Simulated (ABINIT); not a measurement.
ZrS2:

```
Zr S
1.0
     3.69138    0.00000    0.00000
    -1.84569    3.19683    0.00000
     0.00000    0.00000    6.04108
Zr S
1 2
Direct
  0.00000 0.00000 0.00000
  0.33333 0.66667 0.23791
  0.66667 0.33333 0.76209
```

The cell is a database's computed one.

| Property | Result |
| --- | --- |
| Program | ABINIT 10.8.3 (patched build) |
| Task | relaxation of cell and atoms |
| Functional | PBEsol |
| Potentials or basis | JTH PAW PBE v2.0 |
| Cutoff | 544 eV |
| k mesh | 8 × 8 × 5 |
| Occupations | fermi-dirac, width 0.05 eV |
| Spin | no spin polarisation |

At the start: pressure -2.5 GPa; volume 23.76 Å³/atom.

Where does the relaxation end?

Over 8 steps the energy falls by 7.9 meV/atom and the volume is 22.40 Å³/atom (-5.7 %); space group P-3m1 (No. 164, to 0.05 Å).

Step by step:
```
step  energy change (eV)  largest force (eV/Å)  pressure (GPa)  volume (Å³)
   1              0.0000                0.1613           -2.52        71.29
   2             -0.0086                0.0618           -1.75        70.74
   3             -0.0207                0.0965            0.04        68.95
   4             -0.0223                0.0109           -0.01        68.39
   5             -0.0224                0.0034           -0.06        68.37
   6             -0.0233                0.0538           -0.36        67.80
   7             -0.0236                0.0338           -0.25        67.59
   8             -0.0238                0.0042            0.01        67.21
```

Final structure:
```
Zr S
1.0
     3.62957    0.00000    0.00000
    -1.81478    3.14330    0.00000
     0.00000    0.00000    5.89119
Zr S
1 2
Direct
  0.00000 0.00000 0.00000
  0.33333 0.66667 0.24634
  0.66667 0.33333 0.75366
```

Caveat: the PAW data sets were made with another functional, which shifts forces and pressure a little; this functional lacks dispersion, which binds the layers, so the pressure and a relaxed spacing across them are unreliable.
